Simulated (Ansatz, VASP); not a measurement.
**Ta in VASP and in Ansatz**

```
Ta
1.0
     2.93854    0.00000    0.00000
    -1.46927    2.54485    0.00000
     0.00000    0.00000    5.23426
Ta
2
Direct
  0.33333 0.66667 0.25000
  0.66667 0.33333 0.75000
```

Change from the starting cell: volume scaled by 1.04.

Alike in both runs: task single point; functional PBEsol; k mesh 11 × 11 × 5; occupations fermi-dirac, width 0.05 eV; no spin polarisation.

|  | VASP | Ansatz |
| --- | --- | --- |
| version | VASP 6.6.1 | Ansatz 0.2.0 |
| potentials or method | VASP PAW PBE potentials, release 64 (Ta_pv) | Ansatz PAW |
| plane-wave cutoff (eV) | 520 | 420 |
| valence electrons in the cell | 22 | 26 |

VASP gave:

```
gap on the k mesh at the Fermi level (eV)       : none
pressure (GPa)                                  : -13.6
largest component of the traceless stress (GPa) : 1.63
```

**Question.** What did Ansatz give for the same quantities?

**Answer.** gap on the k mesh at the Fermi level (eV): none; pressure (GPa): -13.6; largest component of the traceless stress (GPa): 1.62.

A gap of «none» marks a metal or a gap that the smearing closes. The functional is the same, so the differences come from potentials, cutoffs and numerics. The two sets of potentials don't hold the same shells in valence.

Caveats: the PAW data sets were made with another functional, which shifts forces and pressure a little (VASP); the PAW data sets come from PBE, with cores solved anew for the run's functional, which leaves a small shift of forces and pressure (Ansatz). Spin-orbit coupling is left out, which matters for the levels of Ta.
